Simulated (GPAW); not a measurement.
# PbSe (Clausthalite) (Fm-3m) in GPAW: settings compared

The runs below take PbSe (Clausthalite) through band structure, equation of state, with LDA, OLYP+D3(BJ), PBEint, PBEsol+D3, r4SCAN.

Program: GPAW 26.7.0. These are calculated values, not measurements. Logs are shortened: lines on timing, memory, paths and dates and some standing lists are left out, and cuts for length are marked. The log counts tension as positive stress, the text compression.

**Experimental background.**

A printed reference work, monograph reports, for a bulk crystal of PbSe at 300 K: band gap 0.28 eV (direct).

The results are compared with them further down.

### 1 Starting point

Symmetry: Fm-3m, No. 225, cubic system. Conventional cell: a = 6.121 Å, b = 6.121 Å, c = 6.121 Å, α = 90.00°, β = 90.00°, γ = 90.00°. Pb (site symmetry m-3m) is surrounded by 6 Se at 3.06 Å. Se (site symmetry m-3m) is surrounded by 6 Pb at 3.06 Å.

### 2 Band structure, LDA, spin-orbit coupling, no magnetisation

The input, run.py:

```python
import numpy as np
import spglib
from ase import Atoms
from ase.dft.bandgap import bandgap
from ase.io import read, write
from ase.units import GPa
from gpaw import GPAW, PW
from gpaw.spinorbit import soc_eigenstates

atoms = read('PbSe.cif')
cell, positions, numbers = spglib.find_primitive(
    (atoms.cell[:], atoms.get_scaled_positions(), atoms.numbers), symprec=1e-4)
atoms = Atoms(numbers, cell=cell, scaled_positions=positions, pbc=True)

calc = GPAW(mode=PW(600),
            xc='LDA',
            kpts={'size': (6, 6, 6), 'gamma': True},
            occupations={'name': 'fermi-dirac', 'width': 0.05},
            nbands=19,
            convergence={'density': 1e-05, 'energy': 1e-05},
            maxiter=150,
            txt='gpaw.txt')
atoms.calc = calc
energy = atoms.get_potential_energy()
forces = atoms.get_forces()
stress = atoms.get_stress()
calc.write('gs.gpw')
write('result.traj', atoms)
print(f'Energy: {energy:.6f} eV')
print('Forces (eV/A):')
print(forces.round(4))
print('Stress (GPa):', (stress / GPa).round(3))
print('Fermi level:', round(calc.get_fermi_level(), 4), 'eV')
print(f'Gap: {bandgap(calc)[0]:.4f} eV, direct: {bandgap(calc, direct=True)[0]:.4f} eV')

path = atoms.cell.bandpath('GXWKGLUWLK,UX', npoints=60, eps=1e-4)
bs_calc = calc.fixed_density(kpts=path, symmetry='off', nbands=31,
                             convergence={'bands': 'CBM+6.0', 'eigenstates': 1e-6}, txt='bands.txt')
bs = bs_calc.band_structure()
bs.write('bs.json')
print(f'Gap on the path: {bandgap(bs_calc)[0]:.4f} eV')

soc = soc_eigenstates(bs_calc, theta=0, phi=0)
np.savetxt('soc_bands.dat', soc.eigenvalues(), fmt='%.4f')
mesh = soc_eigenstates('gs.gpw', theta=0, phi=0)
np.savetxt('soc_mesh.dat', mesh.eigenvalues(), fmt='%.4f')
print('Fermi level with spin-orbit coupling:', round(mesh.fermi_level, 4), 'eV')
```

The input, PbSe.cif:

```cif
data_PbSe
_cell_length_a 6.12130000
_cell_length_b 6.12130000
_cell_length_c 6.12130000
_cell_angle_alpha 90.00000000
_cell_angle_beta 90.00000000
_cell_angle_gamma 90.00000000
_space_group_name_H-M_alt 'Fm-3m'
_space_group_name_Hall '-F 4 2 3'
_space_group_IT_number 225
loop_
_space_group_symop_operation_xyz
'x,y,z'
'-x,-y,-z'
'-y,x,z'
'y,-x,-z'
'-x,-y,z'
'x,y,-z'
'y,-x,z'
'-y,x,-z'
'x,-y,-z'
'-x,y,z'
'-y,-x,-z'
'y,x,z'
'-x,y,-z'
'x,-y,z'
'y,x,-z'
'-y,-x,z'
'z,x,y'
'-z,-x,-y'
'z,-y,x'
'-z,y,-x'
'z,-x,-y'
'-z,x,y'
'z,y,-x'
'-z,-y,x'
'-z,x,-y'
'z,-x,y'
'-z,-y,-x'
'z,y,x'
'-z,-x,y'
'z,x,-y'
'-z,y,x'
'z,-y,-x'
'y,z,x'
'-y,-z,-x'
'x,z,-y'
'-x,-z,y'
'-y,z,-x'
'y,-z,x'
'-x,z,y'
'x,-z,-y'
'-y,-z,x'
'y,z,-x'
'-x,-z,-y'
'x,z,y'
'y,-z,-x'
'-y,z,x'
'x,-z,y'
'-x,z,-y'
'x,y+1/2,z+1/2'
'-x,-y+1/2,-z+1/2'
'-y,x+1/2,z+1/2'
[... 62 lines left out ...]
'-z+1/2,-x,-y+1/2'
'z+1/2,-y,x+1/2'
'-z+1/2,y,-x+1/2'
'z+1/2,-x,-y+1/2'
'-z+1/2,x,y+1/2'
'z+1/2,y,-x+1/2'
'-z+1/2,-y,x+1/2'
'-z+1/2,x,-y+1/2'
'z+1/2,-x,y+1/2'
'-z+1/2,-y,-x+1/2'
'z+1/2,y,x+1/2'
'-z+1/2,-x,y+1/2'
'z+1/2,x,-y+1/2'
'-z+1/2,y,x+1/2'
'z+1/2,-y,-x+1/2'
'y+1/2,z,x+1/2'
'-y+1/2,-z,-x+1/2'
'x+1/2,z,-y+1/2'
'-x+1/2,-z,y+1/2'
'-y+1/2,z,-x+1/2'
'y+1/2,-z,x+1/2'
'-x+1/2,z,y+1/2'
'x+1/2,-z,-y+1/2'
'-y+1/2,-z,x+1/2'
'y+1/2,z,-x+1/2'
'-x+1/2,-z,-y+1/2'
'x+1/2,z,y+1/2'
'y+1/2,-z,-x+1/2'
'-y+1/2,z,x+1/2'
'x+1/2,-z,y+1/2'
'-x+1/2,z,-y+1/2'
'x+1/2,y+1/2,z'
'-x+1/2,-y+1/2,-z'
'-y+1/2,x+1/2,z'
'y+1/2,-x+1/2,-z'
'-x+1/2,-y+1/2,z'
'x+1/2,y+1/2,-z'
'y+1/2,-x+1/2,z'
'-y+1/2,x+1/2,-z'
'x+1/2,-y+1/2,-z'
'-x+1/2,y+1/2,z'
'-y+1/2,-x+1/2,-z'
'y+1/2,x+1/2,z'
'-x+1/2,y+1/2,-z'
'x+1/2,-y+1/2,z'
'y+1/2,x+1/2,-z'
'-y+1/2,-x+1/2,z'
'z+1/2,x+1/2,y'
'-z+1/2,-x+1/2,-y'
'z+1/2,-y+1/2,x'
'-z+1/2,y+1/2,-x'
'z+1/2,-x+1/2,-y'
'-z+1/2,x+1/2,y'
'z+1/2,y+1/2,-x'
'-z+1/2,-y+1/2,x'
'-z+1/2,x+1/2,-y'
'z+1/2,-x+1/2,y'
'-z+1/2,-y+1/2,-x'
'z+1/2,y+1/2,x'
'-z+1/2,-x+1/2,y'
'z+1/2,x+1/2,-y'
'-z+1/2,y+1/2,x'
'z+1/2,-y+1/2,-x'
'y+1/2,z+1/2,x'
'-y+1/2,-z+1/2,-x'
'x+1/2,z+1/2,-y'
'-x+1/2,-z+1/2,y'
'-y+1/2,z+1/2,-x'
'y+1/2,-z+1/2,x'
'-x+1/2,z+1/2,y'
'x+1/2,-z+1/2,-y'
'-y+1/2,-z+1/2,x'
'y+1/2,z+1/2,-x'
'-x+1/2,-z+1/2,-y'
'x+1/2,z+1/2,y'
'y+1/2,-z+1/2,-x'
'-y+1/2,z+1/2,x'
'x+1/2,-z+1/2,y'
'-x+1/2,z+1/2,-y'
loop_
_atom_site_label
_atom_site_type_symbol
_atom_site_symmetry_multiplicity
_atom_site_Wyckoff_symbol
_atom_site_fract_x
_atom_site_fract_y
_atom_site_fract_z
_atom_site_occupancy
Pb1 Pb 4 a 0.0000000000 0.0000000000 0.0000000000 1
Se1 Se 4 b 0.5000000000 0.0000000000 0.0000000000 1
```

Potentials or basis: the program's PAW data sets (release 1.2.1) made for this functional, pw.

Launch:

```bash
$ OMP_NUM_THREADS=1 python run.py
```

gpaw.txt:

```text
__  _  _
 | _ |_)|_||  |
 |__||  | ||/\| - 26.7.0

Input parameters:
  mode=PW(ecut=600.0),
  convergence={'density': 1e-05, 'energy': 1e-05},
  kpts=MonkhorstPack(size=(6, 6, 6), gamma=True),
  maxiter=150,
  nbands=19,
  occupations=Occupations(name='fermi-dirac', width=0.05),
  xc=XC(name='LDA')

Diagonalizing LCAO Hamiltonian
Converting LCAO to pw mode

                Se

       Pb

Atoms  # Å, Bohr magnetons
|   | symbol |        x |        y |        z |    initial magnetic moments |
|---|--------|----------|----------|----------|-----------------------------|
| 0 |     Pb | 0.000000 | 0.000000 | 0.000000 | ( 0.0000,  0.0000,  0.0000) |
| 1 |     Se | 3.060650 | 3.060650 | 3.060650 | ( 0.0000,  0.0000,  0.0000) |

Unit cell  # Å
| periodic |        x |        y |        z |  lengths |    angles |
|----------|----------|----------|----------|----------|-----------|
|      yes | 0.000000 | 3.060650 | 3.060650 | 4.328413 | 60.000000 |
|      yes | 3.060650 | 0.000000 | 3.060650 | 4.328413 | 60.000000 |
|      yes | 3.060650 | 3.060650 | 0.000000 | 4.328413 | 60.000000 |

Number of symmetries: 48
Symmetry operations  # r_c * U_cc + t_c -> r_c
|    | kind |            matrix            |
|----|------|------------------------------|
|  0 |  σ   |  1, 0, 0,  1, 0,-1,  1,-1, 0 |
|  1 |  C2  |  1, 0, 0,  1,-1, 0,  1, 0,-1 |
|  2 |  E   |  1, 0, 0,  0, 1, 0,  0, 0, 1 |
|  3 |  σ   |  1, 0, 0,  0, 0, 1,  0, 1, 0 |
|  4 |  C4  |  1, 0,-1,  1, 0, 0,  1,-1, 0 |
|  5 |  S6  |  1, 0,-1,  1,-1, 0,  1, 0, 0 |
|  6 |  σ   |  1, 0,-1,  0, 1,-1,  0, 0,-1 |
|  7 |  C3  |  1, 0,-1,  0, 0,-1,  0, 1,-1 |
|  8 |  S6  |  1,-1, 0,  1, 0, 0,  1, 0,-1 |
|  9 |  C4  |  1,-1, 0,  1, 0,-1,  1, 0, 0 |
| 10 |  C3  |  1,-1, 0,  0,-1, 1,  0,-1, 0 |
| 11 |  σ   |  1,-1, 0,  0,-1, 0,  0,-1, 1 |
| 12 |  σ   |  0, 1, 0,  1, 0, 0,  0, 0, 1 |
| 13 |  C4  |  0, 1, 0,  0, 1,-1, -1, 1, 0 |
| 14 |  C3  |  0, 1, 0,  0, 0, 1,  1, 0, 0 |
| 15 |  S6  |  0, 1, 0, -1, 1, 0,  0, 1,-1 |
| 16 |  C2  |  0, 1,-1,  1, 0,-1,  0, 0,-1 |
| 17 |  σ   |  0, 1,-1,  0, 1, 0, -1, 1, 0 |
| 18 |  S4  |  0, 1,-1,  0, 0,-1,  1, 0,-1 |
| 19 |  C4  |  0, 1,-1, -1, 1, 0,  0, 1, 0 |
| 20 |  C3  |  0, 0, 1,  1, 0, 0,  0, 1, 0 |
| 21 |  σ   |  0, 0, 1,  0, 1, 0,  1, 0, 0 |
| 22 |  S6  |  0, 0, 1,  0,-1, 1, -1, 0, 1 |
| 23 |  C4  |  0, 0, 1, -1, 0, 1,  0,-1, 1 |
| 24 |  S4  |  0, 0,-1,  1, 0,-1,  0, 1,-1 |
| 25 |  C3  |  0, 0,-1,  0, 1,-1,  1, 0,-1 |
| 26 |  C2  |  0, 0,-1,  0,-1, 0, -1, 0, 0 |
| 27 |  S6  |  0, 0,-1, -1, 0, 0,  0,-1, 0 |
| 28 |  S4  |  0,-1, 1,  1,-1, 0,  0,-1, 0 |
| 29 |  C4  |  0,-1, 1,  0, 0, 1, -1, 0, 1 |
| 30 |  C2  |  0,-1, 1,  0,-1, 0,  1,-1, 0 |
| 31 |  σ   |  0,-1, 1, -1, 0, 1,  0, 0, 1 |
| 32 |  C3  |  0,-1, 0,  1,-1, 0,  0,-1, 1 |
| 33 |  S6  |  0,-1, 0,  0, 0,-1, -1, 0, 0 |
| 34 |  S4  |  0,-1, 0,  0,-1, 1,  1,-1, 0 |
| 35 |  C2  |  0,-1, 0, -1, 0, 0,  0, 0,-1 |
| 36 |  C2  | -1, 1, 0,  0, 1, 0,  0, 1,-1 |
| 37 |  S6  | -1, 1, 0,  0, 1,-1,  0, 1, 0 |
| 38 |  S4  | -1, 1, 0, -1, 0, 1, -1, 0, 0 |
| 39 |  C3  | -1, 1, 0, -1, 0, 0, -1, 0, 1 |
| 40 |  S6  | -1, 0, 1,  0, 0, 1,  0,-1, 1 |
| 41 |  C2  | -1, 0, 1,  0,-1, 1,  0, 0, 1 |
| 42 |  C3  | -1, 0, 1, -1, 1, 0, -1, 0, 0 |
| 43 |  S4  | -1, 0, 1, -1, 0, 0, -1, 1, 0 |
| 44 |  C2  | -1, 0, 0,  0, 0,-1,  0,-1, 0 |
| 45 |  i   | -1, 0, 0,  0,-1, 0,  0, 0,-1 |
| 46 |  σ   | -1, 0, 0, -1, 1, 0, -1, 0, 1 |
| 47 |  C2  | -1, 0, 0, -1, 0, 1, -1, 1, 0 |

BZ-sampling:
  Number of BZ points: 216
[... 63 lines left out ...]
    |   5d | 10.000 |     -21.326 |    1.217 |
    |    s |        |      14.962 |    1.259 |
    |    p |        |      23.498 |    1.275 |
    |    d |        |       5.885 |    1.217 |

    Using partial waves for Pb as LCAO basis

  Se:
    name:    Selenium
    Z:       34.0
    valence: 6
    core:    28
    charge:  0.0  # [|e|]
    compensation charges:
      type: gauss
      rc: 0.27  # [Å]
      lmax: 2
    cutoffs:
      filter: 1.77  # [Å]
      core: 2.67  # [Å]
    projectors
    | kind |    occ | energy [eV] | rcut [Å] |
    |------|--------|-------------|----------|
    |   4s |  2.000 |     -17.472 |    0.847 |
    |   4p |  4.000 |      -6.656 |    1.005 |
    |    s |        |       9.739 |    0.847 |
    |    p |        |      20.555 |    1.005 |
    |    d |        |       0.000 |    0.847 |

    Using partial waves for Se as LCAO basis

Reference energy: -632988.107271  # eV

eigensolver:
  PPCG
  Converge bands: occupied
  niter=2

density mixing:
  MSR1-Mixer
  Pratt-step length: 0.05
  Maximum mixing coefficient: 0.75
  Old densities: 10
  SVD Regularization: 0.005
  Good broyden scale: 1.0
  Trust region scale: 1.0
  Backstep threshold: 4.0
  History deletion threshold: 6.0
  Fourier metric: weight=20.0, sigma=0.015

occupation numbers:
  Fermi-Dirac:
    width: 0.0500  # eV

poisson solver:
  ecut: 4800.0  # eV

xc functional:
  name: None

convergence criteria:
- Maximum integral of absolute [dens]ity change: 1e-05 electrons / valence electron
- Maximum [total energy] change in last 3 cyles: 1e-05 eV / valence electron
- Maximum integral of absolute [eigenst]ate change: 4e-08 eV^2 / valence electron
maximum number of iterations: 150

SCF iterations
|iter     | |      energy | eigst |  dens |
|---------|-|-------------|-------|-------|
|iter:   1| |   -9.953792 | -0.22 |       |
|iter:   2| |   -9.896434 | -2.10 | -1.25 |
|iter:   3| |   -9.705092 | -2.07 | -1.30 |
|iter:   4| |   -9.703136 | -3.97 | -1.92 |
|iter:   5| |   -9.702808 | -4.71 | -2.33 |
|iter:   6| |   -9.702811 | -5.84 | -3.36 |
|iter:   7| |   -9.702811c| -6.82 | -3.89 |
|iter:   8| |   -9.702811c| -7.76c| -4.57 |
|iter:   9| |   -9.702811c| -8.00c| -5.26c|

Converged in 9 steps
Energy contributions relative to reference atoms: (reference = -632988.107271)

Energy contributions:
  Kinetic:          14.507562
  Coulomb:         -15.237086
  Zero:             -0.051708
  External:          0.000000
  Xc:               -8.920676
  Entropy:          -0.001805
  Spinorbit:         0.000000
  ----------------------------
  Free energy:      -9.703714
  Extrapolated:     -9.702811

dipole moment: (-25.971573, -25.971573, -25.971573)  # |e|*Ang

Fermi level: 5.842
Eigenvalues  # (at kpt = [0.000, 0.000, 0.000])
| band index |      eig [eV] | occ [0-2] |
|------------|---------------|-----------|
|          0 |       -10.967 |     2.000 |
|        ... |               |           |
|          2 |       -10.959 |     2.000 |
|          3 |       -10.959 |     2.000 |
|          4 |       -10.959 |     2.000 |
|          5 |        -7.864 |     2.000 |
|          6 |        -0.618 |     2.000 |
|          7 |         3.890 |     2.000 |
[... 9 lines left out ...]
|         17 |        14.042 |     0.000 |
|         18 |        14.801 |     0.000 |

Gap: 0.144 eV
Transition (v -> c):
  (s=0, k=15, n=9, [0.50, 0.50, 0.50]) -> (s=0, k=15, n=10, [0.50, 0.50, 0.50])
No difference between direct/indirect transitions

Forces  # eV/Ang
|       x |       y |       z |
|---------|---------|---------|
| 0.00000 | 0.00000 | 0.00000 |  # Pb   0
| 0.00000 | 0.00000 | 0.00000 |  # Se   1

Stress tensor  # eV/Ang^3
|        x |         y |         z |
|----------|-----------|-----------|
| 0.015012 |  0.000000 |  0.000000 |
| 0.000000 |  0.015012 | -0.000000 |
| 0.000000 | -0.000000 |  0.015012 |

# Writing to gs.gpw (mode='')
```

Run time: 20 s. Hardware: 1 thread of Intel Xeon 6975P-C (Granite Rapids), shared host; peak memory 0.29 GiB.

What came out:

```yaml
Free_energy: -9.7037 eV
Pressure: -2.4 GPa
Band_gap_on_the_k_mesh: 0.51 eV, direct
Band_gap_along_the_path: 0.42 eV, indirect (least direct gap 0.58 eV)
```

Levels at the corners of the path, in eV from the valence-band top:
| point | band 17 | band 18 | band 19 | band 20 | band 21 | band 22 | band 23 | band 24 |
| --- | --- | --- | --- | --- | --- | --- | --- | --- |
| Γ | -1.23 | -1.23 | -1.23 | -1.23 | 3.03 | 3.03 | 5.98 | 5.98 |
| X | -3.17 | -3.17 | -2.57 | -2.57 | 4.05 | 4.05 | 4.63 | 4.63 |
| W | -3.74 | -3.74 | -0.37 | -0.37 | 1.90 | 1.90 | 5.20 | 5.20 |
| K | -2.52 | -2.52 | -1.90 | -1.90 | 3.18 | 3.18 | 4.51 | 4.51 |
| Γ | -1.23 | -1.23 | -1.23 | -1.23 | 3.03 | 3.03 | 5.98 | 5.98 |
| L | -0.92 | -0.92 | -0.15 | -0.15 | 0.42 | 0.42 | 1.70 | 1.70 |
| U | -2.52 | -2.52 | -1.90 | -1.90 | 3.18 | 3.18 | 4.51 | 4.51 |
| W | -3.74 | -3.74 | -0.37 | -0.37 | 1.90 | 1.90 | 5.20 | 5.20 |
| L | -0.92 | -0.92 | -0.15 | -0.15 | 0.42 | 0.42 | 1.70 | 1.70 |
| K | -2.52 | -2.52 | -1.90 | -1.90 | 3.18 | 3.18 | 4.51 | 4.51 |
| U | -2.52 | -2.52 | -1.90 | -1.90 | 3.18 | 3.18 | 4.51 | 4.51 |
| X | -3.17 | -3.17 | -2.57 | -2.57 | 4.05 | 4.05 | 4.63 | 4.63 |

Caveat: spin-orbit coupling was added after a scalar SCF, so levels and gaps hold it while energy, forces, pressure and moments don't; this program's spin-orbit splittings come out too wide for heavy elements; the mesh misses the band edges, which the band path finds closer together.

### 3 Equation of state, OLYP+D3(BJ)

The input, run.py:

```python
from ase.calculators.mixing import SumCalculator
from ase.eos import EquationOfState
from ase.io import Trajectory, read
from ase.units import GPa
from dftd3.ase import DFTD3
from gpaw import GPAW, PW, setup_paths

setup_paths.insert(0, '.')

atoms = read('PbSe.cif')

traj = Trajectory('eos.traj', 'w')
volumes, energies = [], []
for x in [0.94, 0.96, 0.98, 1.0, 1.02, 1.04, 1.06]:
    a = atoms.copy()
    a.set_cell(atoms.cell * x**(1 / 3), scale_atoms=True)
    calc = GPAW(mode=PW(600),
                xc='GGA_X_OPTX+GGA_C_LYP',
                kpts={'size': (6, 6, 6), 'gamma': True},
                occupations={'name': 'fermi-dirac', 'width': 0.05},
                nbands=19,
                convergence={'density': 1e-05, 'energy': 1e-05},
                eigensolver='davidson',
                maxiter=150,
                txt=f'eos-{x:.2f}.txt')
    a.calc = SumCalculator([calc, DFTD3(method='olyp', damping='d3bj')])
    energies.append(a.get_potential_energy())
    volumes.append(a.get_volume())
    p = -a.get_stress()[:3].mean() / GPa
    calc.write(f'eos-{x:.2f}.gpw')
    traj.write(a)
    print(f'{x:.2f} {volumes[-1]:10.4f} A^3 {energies[-1]:14.6f} eV {p:9.3f} GPa', flush=True)

v0, e0, B = EquationOfState(volumes, energies, eos='birchmurnaghan').fit()
print(f'V0 = {v0:.4f} A^3, E0 = {e0:.6f} eV, B0 = {B / GPa:.2f} GPa')
```

The input, PbSe.cif:

```cif
data_PbSe
_cell_length_a 4.32841274
_cell_length_b 4.32841274
_cell_length_c 4.32841274
_cell_angle_alpha 60.00000000
_cell_angle_beta 60.00000000
_cell_angle_gamma 60.00000000
_space_group_name_H-M_alt 'P1'
_space_group_name_Hall 'P 1'
_space_group_IT_number 1
loop_
_space_group_symop_operation_xyz
'x,y,z'
loop_
_atom_site_label
_atom_site_type_symbol
_atom_site_symmetry_multiplicity
_atom_site_Wyckoff_symbol
_atom_site_fract_x
_atom_site_fract_y
_atom_site_fract_z
_atom_site_occupancy
Pb1 Pb 1 a 0.0000000000 0.0000000000 0.0000000000 1
Se1 Se 1 a 0.5000000000 0.5000000000 0.5000000000 1
```

Potentials or basis: PAW data sets generated in the run's folder for this functional, pw.

Launch:

```bash
$ gpaw-setup -f GGA_X_OPTX+GGA_C_LYP Pb Se
$ OMP_NUM_THREADS=1 python run.py
```

Run time: 38 s. Hardware: 1 thread of Intel Xeon 6975P-C (Granite Rapids), shared host; peak memory 0.23 GiB.

Results (log left out):

* Equilibrium volume: 27.28 Å³/atom
* Bulk modulus: 53 GPa
* Pressure derivative of the bulk modulus: 5.4 (rough: it moves with the points fitted)

Energy against volume, from the lowest point:
```tsv
volume (Å³/atom)	energy (meV/atom)
26.951	0.28
27.524	0.00
28.097	3.35
28.671	10.00
29.244	19.57
29.818	31.72
30.391	45.84
```

[end of part 1 of 2]
